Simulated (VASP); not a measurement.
All values below come from LDA (Ceperley-Alder, Perdew-Zunger) with spin-orbit coupling, VASP's LDA PAW potentials (set 64) (plane waves; VASP).

A VASP calculation is set up with these files.

**KPOINTS**
```
kpoints
0
Gamma
 6 6 6
```

File POSCAR:
```
CsCl
1
    3.9738754760     0.0000000000     0.0000000000
    0.0000000000     3.9738754760     0.0000000000
    0.0000000000     0.0000000000     3.9738754760
Cs Cl
1 1
Direct
  0.0000000000   0.0000000000   0.0000000000
  0.5000000000   0.5000000000   0.5000000000
```

### INCAR
```
LWAVE=.False.
LCHARG=.False.
LMAXMIX=4   ! l cut-off of mixed one-centre charges
GGA_COMPAT=.False.
MAGMOM=0 0 0 0 0 0
LREAL=.False.   ! projection in real space or not
ENCUT=400   ! plane-wave cut-off (eV)
SYSTEM=CsCl
SIGMA=0.05   ! width (eV)
ISMEAR=0   ! Gaussian
LSORBIT=.True.
LASPH=.True.   ! aspherical one-centre terms
NELM=100   ! most electronic steps
PREC=Accurate
EDIFF=1E-6   ! SCF stop (eV)
ALGO=Normal   ! blocked Davidson
```

**KPOINTS_OPT**
```
k-points along high-symmetry lines
8
Line-mode
Reciprocal
  0.000000   0.000000   0.000000 ! GAMMA
  0.000000   0.500000   0.000000 ! X

  0.000000   0.500000   0.000000 ! X
  0.500000   0.500000   0.000000 ! M

  0.500000   0.500000   0.000000 ! M
  0.000000   0.000000   0.000000 ! GAMMA

  0.000000   0.000000   0.000000 ! GAMMA
  0.500000   0.500000   0.500000 ! R

  0.500000   0.500000   0.500000 ! R
  0.000000   0.500000   0.000000 ! X

  0.500000   0.500000   0.500000 ! R
  0.500000   0.500000   0.000000 ! M
```

POTCAR, in this order: Cs_sv Cl (LDA.64 set). Program: vasp_ncl.

The resulting files:

OUTCAR:
```
 ion  position               nearest neighbor table
   1  0.000  0.000  0.000-
   2  0.500  0.500  0.500-
  LATTYP: Found a simple cubic cell.
 ALAT       =     3.9738754760
 Subroutine PRICEL returns:
 Original cell was already a primitive cell.
 Subroutine GETGRP returns: Found 48 space group operations
The static configuration has the point symmetry O_h .
The dynamic configuration has the point symmetry O_h .
The overall configuration has the point symmetry O_h .
 Subroutine INISYM returns: Found 48 space group operations
 Subroutine IBZKPT returns following result:
 Found     20 irreducible k-points:

 Following reciprocal coordinates:
            Coordinates               Weight
  0.000000  0.000000  0.000000      1.000000
  0.166667  0.000000  0.000000      6.000000
  0.333333  0.000000  0.000000      6.000000
  0.500000  0.000000  0.000000      3.000000
  0.166667  0.166667  0.000000     12.000000
  0.333333  0.166667  0.000000     24.000000
  0.500000  0.166667  0.000000     12.000000
  0.333333  0.333333  0.000000     12.000000
...
```

OSZICAR:
```
       N       E                     dE             d eps       ncg     rms          rms(c)
DAV:   1     0.907250796302E+02    0.90725E+02   -0.60387E+03   960   0.953E+02
DAV:   2    -0.126737137136E+01   -0.91992E+02   -0.87415E+02  1440   0.188E+02
DAV:   3    -0.775437994937E+01   -0.64870E+01   -0.64637E+01  1200   0.564E+01
DAV:   4    -0.782409615955E+01   -0.69716E-01   -0.69692E-01  1144   0.708E+00
DAV:   5    -0.782509385254E+01   -0.99769E-03   -0.99762E-03  1248   0.838E-01    0.232E+00
DAV:   6    -0.750698732401E+01    0.31811E+00   -0.54405E-01  1096   0.465E+00    0.167E+00
DAV:   7    -0.746546231788E+01    0.41525E-01   -0.18311E-01  1280   0.248E+00    0.957E-01
DAV:   8    -0.746023832658E+01    0.52240E-02   -0.10461E-02  1160   0.724E-01    0.391E-01
DAV:   9    -0.745936822237E+01    0.87010E-03   -0.68820E-04  1256   0.217E-01    0.118E-01
DAV:  10    -0.745929070209E+01    0.77520E-04   -0.56011E-04  1200   0.139E-01    0.654E-02
DAV:  11    -0.745929530478E+01   -0.46027E-05   -0.74794E-05  1144   0.614E-02    0.628E-03
DAV:  12    -0.745929567199E+01   -0.36721E-06   -0.31810E-06  1176   0.148E-02
   1 F= -.74592957E+01 E0= -.74592957E+01  d E =-.506956E-17  mag=     0.0000    -0.0000    -0.0000
       N       E                     dE             ncg
       N       E                     dE             ncg
       N       E                     dE             ncg
```

### OUTCAR
```
------------------------ aborting loop because EDIFF is reached ----------------------------------------
  FORCE on cell =-STRESS in cart. coord.  units (eV):
  Direction    XX          YY          ZZ          XY          YZ          ZX
  --------------------------------------------------------------------------------------
  Total        0.0086201      0.0086201      0.0086201      0.0000000     -0.0000000      0.0000000
  in kB        0.2200804      0.2200804      0.2200804      0.0000000     -0.0000000      0.0000000
  external PRESSURE =       0.2200804 kB  Pullay stress =       0.0000000 kB
  volume of cell :       62.75
      direct lattice vectors                 reciprocal lattice vectors
     3.973875476  0.000000000  0.000000000     0.251643517  0.000000000  0.000000000
     0.000000000  3.973875476  0.000000000     0.000000000  0.251643517  0.000000000
     0.000000000  0.000000000  3.973875476     0.000000000  0.000000000  0.251643517
 POSITION                                       TOTAL-FORCE (eV/Angst)
 -----------------------------------------------------------------------------------
      0.00000      0.00000      0.00000         0.000000      0.000000      0.000000
      1.98694      1.98694      1.98694         0.000000      0.000000      0.000000
 -----------------------------------------------------------------------------------
    total drift:                                0.000000      0.000000      0.000000
  FREE ENERGIE OF THE ION-ELECTRON SYSTEM (eV)
  ---------------------------------------------------
  free  energy   TOTEN  =        -7.4592956720 eV

  energy  without entropy=       -7.4592956720  energy(sigma->0) =       -7.45929567

 Ion:    1  E_soc:     -0.2962513

 Ion:    2  E_soc:     -0.0034192
```
(Selected blocks of OUTCAR.)

The compound is CsCl in the CsCl type structure. It was relaxed first, which changed the volume by -10 %.
